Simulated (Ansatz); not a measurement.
Level of theory: Ansatz, DFT PBE, scalar-relativistic, plane waves, PAW. Settings: cutoff 420 eV, Γ-centred meshes spaced at most about 0.3 Å⁻¹, and about 0.25 Å⁻¹ or finer for metals (2π included), Gaussian smearing. No spin polarisation.

Each guess is relaxed in cell and atoms at zero pressure, on a coarse mesh first where it starts far from rest and then on a converged one. The steps can't lower the symmetry of the start, but it can rise. Energies are static (0 K, no zero-point motion).

Two unrelaxed guesses for CaH4:

Guess 1.

```xyz
5
Lattice="2.8440 -2.6694 0.0000 2.8440 2.6694 0.0000 -0.0543 0.0000 2.9648" Properties=species:S:1:pos:R:3 pbc="T T T"
Ca    2.8440    0.0000    0.0000
H     1.3949    1.3347    1.4824
H     1.3949   -1.3347    1.4824
H     2.8169    1.2139    1.4824
H     2.8169   -1.2139    1.4824
```

Guess 2.

```xyz
5
Lattice="3.7331 0.0000 0.0000 0.0000 3.7331 0.0000 0.0000 0.0000 3.7331" Properties=species:S:1:pos:R:3 pbc="T T T"
Ca    0.0000    0.0000    0.0000
H     1.8665    0.0000    0.0000
H     0.0000    1.8665    0.0000
H     0.0000    0.0000    1.8665
H     1.8665    1.8665    1.8665
```

Question: Do they relax into the same structure? If not, which is lower?

Answer: No. Guess 1 ends lower, by 0.66 eV/atom. Guess 1: C2/m at 9.0 Å³/atom → I4/mmm at 9.3 Å³/atom; Guess 2: Pm-3m at 10.4 Å³/atom → Pm-3m at 14.5 Å³/atom. Counting H atoms around Ca (those within 1.25 times the shortest such distance or 1.15 times the sum of covalent radii, 1.27 where that leaves under three; a plus sign parts nearer from farther groups), the end of guess 1 has Ca 4+8 and the end of guess 2 has Ca 6. End of guess 1. Conventional cell: a = 4.238 Å, c = 5.204 Å. Ca has 4 H at 2.12 Å and 8 H at 2.49 Å; H on a site of symmetry mmm has 2 H at 1.30 Å and 2 Ca at 2.12 Å; H on a site of symmetry -4m2 has 2 H at 1.30 Å and 4 Ca at 2.49 Å. End of guess 2. Conventional cell: a = 4.168 Å. Ca has 6 H at 2.08 Å; H on a site of symmetry 4/mmm has 2 Ca at 2.08 Å and 12 H at 2.95 Å; H on a site of symmetry m-3m has 12 H at 2.95 Å (long against the sum of covalent radii).

Ends held by symmetry can be saddle points. Even the lowest of the cells shown lies +0.17 eV/atom against the elements. H stands nearly free of neighbours here, and without spin polarisation the energy of such atoms comes out too high. With hydrogen, zero-point motion can shift such differences by 10 meV/atom or more. Some types were kept out of the candidates beforehand, so the set may lack a known form.
